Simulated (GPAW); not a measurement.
Runs of GPAW 26.7.0 on Os. It takes space group P6_3/mmc (No. 194, hexagonal). The conventional cell has a = 2.734 Å, b = 2.734 Å, c = 4.320 Å, α = 90.00°, β = 90.00°, γ = 120.00°. Around Os (site symmetry -6m2) lie 12 Os at 2.68 to 2.73 Å. 

```csv
task,level,potentials or basis,spin,cell,k mesh,optimizer,fmax,max steps,ranks,band path,mesh quality,gap on the mesh (eV),pressure (GPa),relaxed volume (Å³/atom)
relaxation of cell and atoms,RPBE+D4,"the program's PAW data sets (release 1.2.1) made for this functional, pw",off,relaxed,8 × 8 × 5,FIRE,0.02 eV/Å,100,-,-,not flagged,none,-0.1,(a)
relaxation of cell and atoms,PW91,"PAW data sets generated in the run's folder for this functional, pw",off,relaxed,8 × 8 × 5,BFGS,0.02 eV/Å,40,-,-,not flagged,none,0.0,14.20
band structure,PBE,"GPAW PAW data sets (gpaw-data 1.2.1), pw","SOC, no magnetisation",as given,8 × 8 × 5,-,-,-,-,"GMKGALHA,LM,KH",not flagged,-,5.8,-
relaxation of cell and atoms,PBEsol,"PAW data sets generated in the run's folder for this functional, pw",off,relaxed,8 × 8 × 5,BFGS,0.05 eV/Å,100,-,-,not flagged,none,0.0,(b)
band structure,r4SCAN,"GPAW PAW data sets (gpaw-data 1.2.1), pw","SOC, no magnetisation",as given,8 × 8 × 5,-,-,-,-,"GMKGALHA,LM,KH",not flagged,-,-1.9,-
band structure,PW91,"PAW data sets generated in the run's folder for this functional, pw","SOC, no magnetisation",as given,8 × 8 × 5,-,-,-,-,"GMKGALHA,LM,KH",not flagged,-,6.5,-
band structure,revPBE,"the program's PAW data sets (release 1.2.1) made for this functional, pw","SOC, no magnetisation",as given,8 × 8 × 5,-,-,-,-,"GMKGALHA,LM,KH",not flagged,-,9.4,-
```

Alike in all rows: cutoff (eV) 600; smearing fermi-dirac 0.05 eV.

Estimate the missing entries.

(a) 13.89; (b) 13.79.

Caveats: spin-orbit coupling was added after a scalar SCF, so levels and gaps hold it while energy, forces, pressure and moments don't (some runs); this program's spin-orbit splittings come out too wide for heavy elements (some runs); later steps reuse the first step's grids (some runs); pairwise dispersion overbinds metals, which lowers pressure and volume (some runs); the PAW data sets were made with another functional, which shifts forces and pressure a little (some runs).

A k mesh can miss the band edges, and rows without SOC leave out spin-orbit coupling on Os.

A gap of «none» marks a metal or a gap under the smearing width.
